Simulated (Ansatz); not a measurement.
In PbTe (rock salt type) the Pb atom of the primitive cell, with all its periodic images, is moved by 0.02 Å along x.

```
Pb Te
1.0
     0.00000    3.28500    3.28500
     3.28500    0.00000    3.28500
     3.28500    3.28500    0.00000
Pb Te
1 1
Direct
  0.99696 0.00304 0.00304
  0.50000 0.50000 0.50000
```

Level of theory: Ansatz, PBE, plane waves, PAW datasets (generated hard set).

Cutoff 700 eV; k-mesh 8×8×8 Γ-centred; Fermi–Dirac smearing of 0.1 eV; no spin polarisation; no spin–orbit coupling.

Q: What force results, and what does it mean for the zone-centre vibration?

A: The force on it along the displacement is -0.0027 eV/Å, a force constant of 0.14 eV/Å². The energy is nearly flat along this displacement on this mesh.

| atom | Fx (eV/Å) | Fy (eV/Å) | Fz (eV/Å) |
| --- | --- | --- | --- |
| Pb1 | -0.0027 | 0.0000 | 0.0000 |
| Te2 | 0.0027 | 0.0000 | 0.0000 |

Spin–orbit coupling is left out, which matters for 6p elements such as Tl, Pb and Bi.
